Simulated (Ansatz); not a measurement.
**Mg: stress in a strained cell**

Aim: deform Mg (equal xy, yz and zx engineering shear strains of -2 %) and compute stress, forces and field gradients with LAPW, PAW and all-electron datasets made for the crystal.

Computed with Ansatz 0.2.0 (DFT PBE, scalar-relativistic, unless a step's input says otherwise).

## 1. The structure to begin with

It takes space group Im-3m (No. 229, cubic). Conventional cell: a = 2.953 Å, b = 2.953 Å, c = 2.953 Å, α = 90.00°, β = 90.00°, γ = 90.00°. Mg (site symmetry m-3m) has 8 Mg at 2.56 Å as nearest neighbours.

As a file:

```xyz
1
Lattice="-1.4765 1.4765 1.4765 1.4765 -1.4765 1.4765 1.4765 1.4765 -1.4765" Properties=species:S:1:pos:R:3 pbc="T T T"
Mg    0.0000    0.0000    0.0000
```

## 2. After the deformation

Space group Im-3m before, R-3m after.

## 3. LAPW, all electrons

File input.yaml:

```yaml
crystal:
  lattice:
    - [-1.50603, 1.4765, 1.4765]
    - [1.4765, -1.50603, 1.4765]
    - [1.4765, 1.4765, -1.50603]
  atoms:
    - { symbol: Mg, position: [0.0, 0.0, 0.0] }
kpoints:
  mp_grid: { grid: [16, 16, 16] }
  band_path:
    path:
      - [0.0, 0.0, 0.0]
      - [0.0, 0.0, 0.5]
      - [-0.5, 0.5, 0.5]
      - [-0.7548769728, 0.2451230272, 0.2451230272]
      - [0.2451230272, 0.2451230272, 0.2451230272]
      - [0.0, 0.0, 0.0]
      - [-0.5, 0.0, 0.5]
    npoints: 5
scf:
  occupations: { method: fermi_dirac, width: 0.05 }
hamiltonian:
  xc: pbe
  pseudopotentials: { kind: all_electron, lapw: { basis_error: 0.00025 } }
output:
  forces: true
  stress: true
  eigenvalues: true
```

Started as:

```sh
ansatz run input.yaml --threads 1 --pin off --max-ram 3072MiB --backend cpu --events-out ev --progress --plain --runs-dir out
```

## 4. Frozen-core PAW

File input.yaml:

```yaml
crystal:
  lattice:
    - [-1.50603, 1.4765, 1.4765]
    - [1.4765, -1.50603, 1.4765]
    - [1.4765, 1.4765, -1.50603]
  atoms:
    - { symbol: Mg, position: [0.0, 0.0, 0.0] }
kpoints:
  mp_grid: { grid: [16, 16, 16] }
scf:
  occupations: { method: fermi_dirac, width: 0.05 }
hamiltonian:
  xc: pbe
  pseudopotentials: { kind: paw }
output:
  forces: true
  stress: true
  eigenvalues: true
  efg: { contact_densities: true }
```

## 5. All-electron PAW on datasets made for the crystal

Changes to input.yaml since step 4:

```diff
@@ -13,3 +13,3 @@
   xc: pbe
-  pseudopotentials: { kind: paw }
+  pseudopotentials: { kind: all_electron, datasets: crystal }
 output:
```

(Steps that only read results are left out.)

Q: Predict the outcome of this session. Wanted: pressure; largest shear or deviatoric stress.

The runs gave:

| quantity | value |
| --- | --- |
| pressure | LAPW 62.66, PAW 62.73, crystal datasets 62.66 GPa |
| largest shear or deviatoric stress (LAPW) | 2.57 GPa |

What this shows: The largest part of the stress beyond the pressure is 2.57 GPa in size. No run of the undeformed cell stands beside it, so the pressure holds what the given cell had before the change. PAW: stress within 0.07 GPa of LAPW. Crystal datasets: stress within 0.01 GPa of LAPW.
